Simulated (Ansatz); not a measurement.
Crystal: FeO.

```
CELL_PARAMETERS angstrom
-1.60210 1.60210 2.08339
1.60210 -1.60210 2.08339
1.60210 1.60210 -2.08339
ATOMIC_POSITIONS crystal
Fe 0.00000 0.00000 0.00000
O 0.50000 0.50000 0.00000
```

The cell comes from a database or a generator and needn't be the stable form of this composition.

Base run:

| Quantity | Value |
| --- | --- |
| Program | Ansatz 0.2.0 |
| Functional | LDA |
| Potentials or basis | Ansatz PAW |
| Cutoff | 420 eV (not typed: the program's choice for these potentials) |
| k mesh | 12 × 12 × 12 |
| Occupations | fermi-dirac, width 0.05 eV |
| Spin | collinear spin, ferromagnetic start |
| Starting moments | [3.0, 0.0] μB |
| Hubbard terms | Fe d U = 3 eV |

Its results: band gap on the k mesh 0.37 eV, indirect (least direct gap 1.46 eV); pressure -13.9 GPa; net moment 4.00 μB per cell; site moments Fe +3.39; O +0.24 μB.

The run is repeated on the same cell with these changes: hubbard terms from Fe d U = 3 eV to Fe d U = 4 eV. What comes out?

Band gap on the k mesh 0.69 eV, indirect (least direct gap 1.99 eV); pressure -11.7 GPa; net moment 4.00 μB per cell; site moments Fe +3.41; O +0.21 μB.

Caveats: the magnetic or orbital state may not be the lowest; a cell with one magnetic atom can't hold antiferromagnetic order, which such compounds often take; the PAW data sets come from PBE, with cores solved anew for the run's functional, which leaves a small shift of forces and pressure; the density of states is complete only up to the lowest level of the last band computed.

A k mesh can miss the band edges.
